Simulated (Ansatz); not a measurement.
# InP: a single-point run

Wanted: a converged single-point run for InP, and a check of what comes out. The structure is shown as the input types it. The cell is built on a prototype (rocksalt) and needn't be the phase found in nature.

Computed with Ansatz 0.2.0 (density functional or hybrid calculation with the settings of its input, plane waves (as first typed), unless a step's input says otherwise).

10 further runs of the same task are left out: 2 for a known fault of the program, 8 that didn't finish.

## (1) The system as given

The structure is cubic, space group Fm-3m (No. 225). The conventional cell has a = 5.491 Å, b = 5.491 Å, c = 5.491 Å, α = 90.00°, β = 90.00°, γ = 90.00°. Around In (site symmetry m-3m) lie 6 P at 2.75 Å. P (site symmetry m-3m) is surrounded by 6 In at 2.75 Å.

As a file:

```
CELL_PARAMETERS angstrom
0.00000 2.74536 2.74536
2.74536 0.00000 2.74536
2.74536 2.74536 0.00000
ATOMIC_POSITIONS crystal
In 0.00000 0.00000 0.00000
P 0.50000 0.50000 0.50000
```

## (2) The calculation

File input.yaml:

```yaml
crystal:
  lattice:
    - [0.0, 2.7453630729, 2.7453630729]
    - [2.7453630729, 0.0, 2.7453630729]
    - [2.7453630729, 2.7453630729, 0.0]
  atoms:
    - { symbol: In, position: [0.0, 0.0, 0.0] }
    - { symbol: P, position: [0.5, 0.5, 0.5] }
kpoints:
  mp_grid: { grid: [6, 6, 6] }
hamiltonian:
  xc: pbesol
scf:
  occupations: { method: cold, width: 1.5 }
  n_extra_bands: 4
output:
  forces: true
  stress: true
  eigenvalues: true
```

Run with:

```
$ ansatz run input.yaml --threads 4 --pin off --max-ram 3686MiB --backend cpu --events-out ev --progress --plain --runs-dir out
```

**Question.** How will this run end, and is anything wrong with its input?

This run ends as converged. Convergence says nothing about whether the input makes sense.

The suspect setting: scf.occupations.method is cold; scf.occupations.width is 1.5. A smearing of this width stands for electrons at many thousands of kelvin; it empties bonding states and fills antibonding ones.

Run again and compare: set scf.occupations.method to fermi_dirac and scf.occupations.width to 0.02.
